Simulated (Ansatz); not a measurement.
Relaxed bulk ScAl₃:

```yaml
crystal:
  lattice:
    - [4.08554, 0.00000, 0.00000]
    - [0.00000, 4.08554, 0.00000]
    - [0.00000, 0.00000, 4.08554]
  atoms:
    - { symbol: Sc, position: [0.00000, 0.00000, 0.00000] }
    - { symbol: Al, position: [0.50000, 0.00000, 0.50000] }
    - { symbol: Al, position: [0.00000, 0.50000, 0.50000] }
    - { symbol: Al, position: [0.50000, 0.50000, 0.00000] }
```

Miller indices refer to the conventional cell of Pm-3m (No. 221), a = 4.086 Å, b = 4.086 Å, c = 4.086 Å, α = 90.00°, β = 90.00°, γ = 90.00°.

The (100) slab of 6 planes, 10.2 Å thick with 15 Å of vacuum as cut; outer planes ScAl (top) and Al (bottom).

All numbers below come from Ansatz 0.2.0, DFT r2SCAN, scalar-relativistic, plane waves, PAW. Cutoff 500 eV; k points 9×9×1 on the computed 12-atom cell (Γ-centred); Gaussian smearing, width 0.10 eV; no spin polarisation. A dipole correction removes the field between periodic images along c.

With the atoms at the bulk's places:

For the slab as cut, the surface energy (mean of both faces) is 1.46 J/m². The work function is 3.81 eV (top), 4.38 eV (bottom) and the dipole of the slab along +c, per cell is 0.05 e·Å.

Problem. What changes when all atoms relax within this surface cell and its symmetry?

Solution. The energy falls by 0.018 J/m² a face, and the largest move is 0.06 Å.

- Surface energy (mean of both faces): 1.44 J/m²
- Work function: 3.70 eV (top), 4.35 eV (bottom)
- Dipole of the slab along +c, per cell: 0.06 e·Å

| plane (bottom to top) | atoms | spacing to next, bulk (Å) | relaxed (Å) | change (%) | rumpling (Å) |
| --- | --- | --- | --- | --- | --- |
| 1 | Al2 | 2.043 | 2.071 | +1.4 | 0.000 |
| 2 | ScAl | 2.043 | 2.062 | +0.9 | 0.049 |
| 3 | Al2 | 2.043 | 2.056 | +0.7 | 0.000 |
| 4 | ScAl | 2.043 | 2.079 | +1.8 | 0.011 |
| 5 | Al2 | 2.043 | 1.994 | -2.4 | 0.000 |
| 6 | ScAl |  |  |  | 0.120 |